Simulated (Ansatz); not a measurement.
# AlGa3N4: biaxial strain in the a-b plane

A series on AlGa3N4: biaxial strain in the a-b plane, -3 to +3 %; the length and tilt of c and the atoms relax. Wanted: energy, stress and any gap along the series.

Computed with Ansatz 0.2.0 (DFT r2SCAN, scalar-relativistic, plane waves, PAW, unless a step's input says otherwise).

2 further runs of the same task are left out: 2 set aside as unsound or not needed.

## (1) The starting structure

It takes space group Pm (No. 6, monoclinic). Conventional cell: a = 5.139 Å, b = 3.163 Å, c = 5.477 Å, α = 90.00°, β = 90.04°, γ = 90.00°. Al (site symmetry m) is surrounded by 4 N at 1.89 to 1.90 Å. Ga (site symmetry m) is surrounded by 4 N at 1.94 to 1.95 Å. Ga (site symmetry m) has 4 N at 1.94 to 1.96 Å as nearest neighbours. Ga (site symmetry m) is surrounded by 4 N at 1.95 to 1.96 Å. N (site symmetry m) is surrounded by 1 Al at 1.89 Å and 3 Ga at 1.95 Å. Around N (site symmetry m) lie 2 Al at 1.90 Å and 2 Ga at 1.96 Å. N (site symmetry m) has 4 Ga at 1.94 to 1.95 Å as nearest neighbours. Around N (site symmetry m) lie 1 Al at 1.90 Å and 3 Ga at 1.94 Å.

Coordinates:

```
CELL_PARAMETERS angstrom
5.13892 0.00000 0.00000
0.00000 3.16341 0.00000
-0.00368 0.00000 5.47699
ATOMIC_POSITIONS crystal
Al 0.00058 0.50000 0.66730
Ga 0.49917 0.50000 0.33506
Ga 0.49925 0.00000 0.83146
Ga 0.99986 0.00000 0.16619
N 0.11941 0.50000 0.34060
N 0.11733 0.00000 0.82593
N 0.62024 0.00000 0.16619
N 0.63175 0.50000 0.66727
```

It goes back to an entry of the Materials Project, which need not be the stable form.

It is the result of an earlier relaxation at this level (volume 11.13 Å³/atom; gap on the mesh: 2.89 eV).

## (2) Zero strain

File input.yaml:

```yaml
crystal:
  lattice:
    - [5.1389202029, 0.0, 0.0]
    - [0.0, 3.1634143062, 0.0]
    - [-0.0036760583, 0.0, 5.4769945897]
  atoms:
    - { symbol: Al, position: [0.000582885, 0.5, 0.6672982357] }
    - { symbol: Ga, position: [0.499171287, 0.5, 0.3350606987] }
    - { symbol: Ga, position: [0.4992511913, 0.0, 0.8314570701] }
    - { symbol: Ga, position: [0.9998609987, 0.0, 0.1661913855] }
    - { symbol: "N", position: [0.1194130445, 0.5, 0.3406010345] }
    - { symbol: "N", position: [0.1173310423, 0.0, 0.8259310375] }
    - { symbol: "N", position: [0.62023955, 0.0, 0.1661937137] }
    - { symbol: "N", position: [0.6317500111, 0.5, 0.6672678244] }
basis:
  ecutwfc: 500
kpoints:
  mp_grid: { grid: [6, 8, 4] }
hamiltonian:
  xc: r2scan
scf:
  occupations: { method: gaussian, width: 0.02 }
output:
  forces: true
  stress: true
  eigenvalues: true
```

On the command line:

```bash
ansatz run input.yaml --threads 2 --pin off --max-ram 5120MiB --backend cpu --events-out ev --progress --plain --runs-dir out
```

The session goes on with these runs: the gap over the whole zone; strain -1.5 %; band edges over the zone at -1.5 %; At +1.5 %; the gap over the whole zone at +1.5 %; At -3.0 %; the gap over the whole zone at -3.0 %; At +3.0 %; the gap over the whole zone at +3.0 %.

What does the calculation give? Wanted: (1/V) d²E/dε² at zero strain, cubic fit; strain of the free axis c per applied strain; gap shift, negative and positive side.

As calculated:

```
                                    quantity                    value
                         largest energy cost  26.7 meV/atom at -3.0 %
     (1/V) d²E/dε² at zero strain, cubic fit                  825 GPa
strain of the free axis c per applied strain                    -0.62
       gap shift, negative and positive side      -71, -159 meV per %
```

What this shows: The curvature of the energy, 825 GPa, is twice the biaxial modulus. The free axis c moves against the applied strain (factor -0.62). The gap runs from 3.07 eV at -3.0 % through 2.89 to 2.37 eV at +3.0 %.
